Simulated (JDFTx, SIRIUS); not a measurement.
## GaP: programs and potentials compared

```xyz
2
Lattice="0.0000 2.7252 2.7252 2.7252 0.0000 2.7252 2.7252 2.7252 0.0000" Properties=species:S:1:pos:R:3 pbc="T T T"
Ga    0.0000    0.0000    0.0000
P     4.0879    4.0879    4.0879
```

Alike in all runs: task single point; functional LDA; k mesh 8 × 8 × 8; occupations fermi-dirac, width 0.05 eV; no spin polarisation; no spin-orbit coupling. LDA stands for any of its common fits. Pressure is positive in compression and, in plane waves, holds the error of the finite cutoff.

| program and potentials | plane-wave cutoff (eV) | notes | band gap (eV) | pressure (GPa) |
| --- | --- | --- | --- | --- |
| JDFTx, PseudoDojo-SR-LDA-0.4.1-standard with smoothed tails | 1088 | - | 1.50 | -2.93 |
| JDFTx, PseudoDojo-SR-LDA-0.4.1-standard | 1088 | - | 1.50 | -2.93 |
| SIRIUS, PseudoDojo 0.4.1 PBE standard (scalar relativistic) | 1102 | potentials made for PBE | 1.42 | -2.43 |

The band gap spans 1.42 (SIRIUS, PseudoDojo 0.4.1 PBE standard (scalar relativistic)) to 1.50 eV (JDFTx, PseudoDojo-SR-LDA-0.4.1-standard). The pressure spans -2.93 (JDFTx, PseudoDojo-SR-LDA-0.4.1-standard) to -2.43 GPa (SIRIUS, PseudoDojo 0.4.1 PBE standard (scalar relativistic)). The gap is indirect and read on the mesh alone.

The functional is the same throughout but for its coding, so the spread measures potentials, basis and numerics; runs on potential files found faulty are left out.
